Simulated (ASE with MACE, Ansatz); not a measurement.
# Boundary energy of Σ5 (310)[001] symmetric tilt boundary in c-ZrO2 (72 atoms)

What is the boundary energy of this cell, counted against the bulk crystal, and how far does it hang on functional and mesh?

Calculated with Ansatz 0.2.0: Kohn-Sham DFT, PBE, PAW (set soft_2), plane waves; cutoff 420 eV, fermi-dirac smearing of 0.025 eV. Cutoffs: 420 eV for PBE; 500 eV for r2SCAN.

**The cells**

The cell holds 72 atoms: 24 Zr and 48 O. Cell: a = 5.130 Å, b = 8.111 Å, c = 21.063 Å, α = 90.0°, β = 90.0°, γ = 90.0°. It derives from ZrO2 (c-ZrO2). The starting structure: Two grains of c-ZrO2, one the mirror image of the other in the boundary plane, two boundaries a cell; of 6 trial joints (lateral shifts, openings, close atoms taken out) the lowest after a short relaxation with the MACE-MP-0b2 potential was kept (shift [0.0, 0.5] of the surface cell, opening 1.32 Å, one of each pair under 1.54 Å removed), then its atoms and the cell's length along the normal were relaxed with that potential. Lattice constants are starting values near those of PBE.

The bulk reference is Zr4O8 in a cell of 12 atoms, 11.250 Å³ an atom.

The input of the single point on the relaxed cell:

```yaml
crystal:
  lattice:
    - [5.13, 0.0, 0.0]
    - [0.0, 8.11124, 0.0]
    - [0.0, 0.0, 21.06325]
  atoms:
    - { symbol: Zr, position: [1.0, 0.55945, 0.01002] }
    - { symbol: O, position: [0.76163, 0.06182, 0.00765] }
    - { symbol: O, position: [0.23837, 0.06182, 0.00765] }
    - { symbol: Zr, position: [0.5, 0.91176, 0.05487] }
    [... 66 atom lines left out ...]
    - { symbol: O, position: [0.26163, 0.93818, 0.50765] }
    - { symbol: O, position: [0.73837, 0.93818, 0.50765] }
kpoints:
  mp_grid: { grid: [6, 4, 1] }
hamiltonian:
  xc: pbe
scf:
  occupations: { method: fermi_dirac, width: 0.025 }
output:
  forces: true
  stress: true
  populations: true
  dos:
    method: { smearing: { sigma: 0.08 } }
    de: 0.1
    projected:
      site_lists:
        O: [O]
        Zr: [Zr]
        lower_grain: [... 36 sites ...]
        upper_grain: [... 36 sites ...]
  eigenvalues: true
  write_density: true
  write_potential: true
  volumetric_format: npy
```

```
                                               cell  formula                    k-mesh  relaxation steps  gain on relaxing (eV)  free energy, PBE (eV)  Kohn-Sham gap (eV)  time of its runs on this page
Sigma5 (310)[001] symmetric tilt boundary in c-ZrO2  Zr24O48  6×4×1 (relaxed on 3×2×1)                 6                   0.17            -127765.999                2.83                           22 s
                                        bulk c-ZrO2    Zr4O8                  11×11×11                 1                      -             -21295.274                   -                          6.9 s
```

The gap is that between the highest filled and lowest empty Kohn-Sham level; a dash marks none computed or no clear gap.

**Boundary energy**

The excess is the cell's free energy less 6 times that of the bulk cell. It is divided by twice the area, as the cell holds two boundaries, so the value is their mean, and they need not be alike (41.61 Å²), with 1 eV/Å² = 16.022 J/m².

```
           level  k-mesh  excess (eV)  boundary energy (J/m²)  per area (meV/Å²)
             PBE   6×4×1        5.647                   1.087               67.9
PBE, denser mesh   8×5×2        5.646                   1.087               67.8
          r2SCAN   6×4×1        7.305                   1.406               87.8
```

Worked for the first row at PBE: (-127765.999) − 6 × (-21295.274) = 5.647 eV (from unrounded energies).

Then 5.647 / (2 × 41.61) × 16.022 = 1.087 J/m².

**Neighbours**

Bonds by pair of elements; cutoffs follow the first minimum of g(r), held within bounds set by covalent radii, and pairs that aren't listed don't count as bonded:

| pair A-B | cutoff (Å) | bonds | mean length (Å) | spread (Å) | shortest (Å) | B about A | A about B |
| --- | --- | --- | --- | --- | --- | --- | --- |
| O-Zr | 2.82 | 176 | 2.21 | 0.131 | 2.05 | 3.67 | 7.33 |

How many atoms have how many bonded neighbours:

| element | mean | 3 | 4 | 6 | 8 |
| --- | --- | --- | --- | --- | --- |
| O | 3.67 | 16 | 32 | 0 | 0 |
| Zr | 7.33 | 0 | 0 | 8 | 16 |

**Findings**

At PBE the boundary energy is 1.09 J/m². At the same geometries the levels give 1.09 (PBE) to 1.41 J/m² (r2SCAN) and the denser mesh leaves it within 0.01 J/m². Relaxing the atoms lowered it by 0.032 J/m² from the start (on the 3×2×1 mesh of the relaxation), and the farthest atom moved 0.16 Å. By these cutoffs 16 of 48 O atoms differ from the commonest count of 4 and 8 of 24 Zr atoms differ from the commonest count of 8.

Limits: The cell edges were held, so the lattice is the typed one for every functional, and the length along the normal is the one that the machine-learned potential gave. Cell and bulk are sampled on unlike meshes, and the error grows with the number of atoms subtracted. The bulk reference is the cubic fluorite phase, which isn't the stable one at zero temperature; distortions toward lower phases near the defect are counted in the excess. The joint was picked among a few trials by a machine-learned potential, and a lower one may exist. In some runs the program notes that positions were snapped to a detected symmetry.

[Logs are printed without paths, hosts, clocks, repeated set-up lines and the standing remarks that a program may print on its own settings, such as how far it seeks lower states.]

[Hosts, paths, dates, database ids (printed as entryN), source tags and the programs' standing remarks are cut or masked in the printed files.]
